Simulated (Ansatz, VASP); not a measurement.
**BN (Qingsongite): VASP beside Ansatz**

Contents of POSCAR:

```
BN
1.0
    0.0000000000      1.8392967002      1.8392967002
    1.8392967002      0.0000000000      1.8392967002
    1.8392967002      1.8392967002      0.0000000000
B N
1 1
Direct
    0.0000000000      0.0000000000      0.0000000000
    0.2500000000      0.2500000000      0.2500000000
```

INCAR.step1

```
SYSTEM = BN
PREC     = Accurate       ! precision mode
ENCUT    = 520            ! plane-wave cutoff, eV
ISMEAR   = 0              ! smearing method
SIGMA    = 0.01           ! smearing width, eV
LREAL    = .False.        ! projectors in reciprocal space
LASPH    = .True.         ! aspherical terms in the spheres
NELM     = 60             ! most SCF steps
NBANDS   = 11             ! bands
GGA      = PE             ! functional
ALGO     = Normal         ! electronic algorithm
EDIFF    = 1E-4           ! SCF threshold, eV
LWAVE    = .True.         ! write WAVECAR
LCHARG   = .False.        ! write CHGCAR
```

File INCAR.step2:

```
SYSTEM = BN
PREC     = Accurate       ! precision mode
ENCUT    = 520            ! plane-wave cutoff, eV
EDIFF    = 1E-6           ! SCF threshold, eV
ISMEAR   = 0              ! smearing method
SIGMA    = 0.01           ! smearing width, eV
LREAL    = .False.        ! projectors in reciprocal space
LASPH    = .True.         ! aspherical terms in the spheres
NELM     = 60             ! most SCF steps
ALGO     = Normal         ! electronic algorithm
ISIF     = 2              ! what is computed and relaxed
LWAVE    = .False.        ! write WAVECAR
LCHARG   = .False.        ! write CHGCAR
METAGGA  = R2SCAN         ! meta-GGA
LMIXTAU  = .True.       
NBANDS   = 11             ! bands
ISTART   = 1
```

The input KPOINTS:

```
regular mesh
0
Gamma
  12 12 12
  0 0 0
```

Input for Ansatz:

```yaml
crystal:
  lattice:
    - [0.0, 1.8392967002, 1.8392967002]
    - [1.8392967002, 0.0, 1.8392967002]
    - [1.8392967002, 1.8392967002, 0.0]
  atoms:
    - { symbol: B, position: [0.0, 0.0, 0.0] }
    - { symbol: "N", position: [0.25, 0.25, 0.25] }
kpoints:
  mp_grid: { grid: [12, 12, 12] }
  band_path:
    path:
      - [0.0, 0.0, 0.0]
      - [-0.5, -0.5, 0.0]
      - [-0.375, -0.375, 0.25]
      - [-0.375, 0.0, 0.375]
      - [0.0, 0.0, 0.5]
      - [-0.5, -0.25, 0.25]
      - [0.0, 0.5, 0.5]
    npoints: 1
hamiltonian:
  xc: r2scan
scf:
  occupations: { method: fixed }
  n_extra_bands: 4
output:
  forces: true
  stress: true
  eigenvalues: true
```

Change from the starting cell: hydrostatic strain +1.9%.

Alike in both runs: task single point; functional r2SCAN; k mesh 12 × 12 × 12; no spin polarisation.

|  | VASP | Ansatz |
| --- | --- | --- |
| version | VASP 6.6.1 | Ansatz 0.2.0 |
| potentials or method | VASP PAW PBE potentials, release 64 (B, N) | plane waves, PAW |
| plane-wave cutoff (eV) | 520 | 500 |
| occupations | gaussian, width 0.01 eV | fixed |
| valence electrons in the cell | 8 | 8 |

|  | VASP | Ansatz | Ansatz less VASP |
| --- | --- | --- | --- |
| gap on the k mesh at the Fermi level (eV) | 4.91 | 4.93 | +0.018 |
| pressure (GPa) | -19.1 | -20.0 | -0.90 |

Caveats: so large a pressure means that the cell lies far from this level's equilibrium, or that cutoff or potentials fall short (VASP); the potentials were made for another functional, which shifts forces and pressure (VASP). A k mesh can miss the band edges.
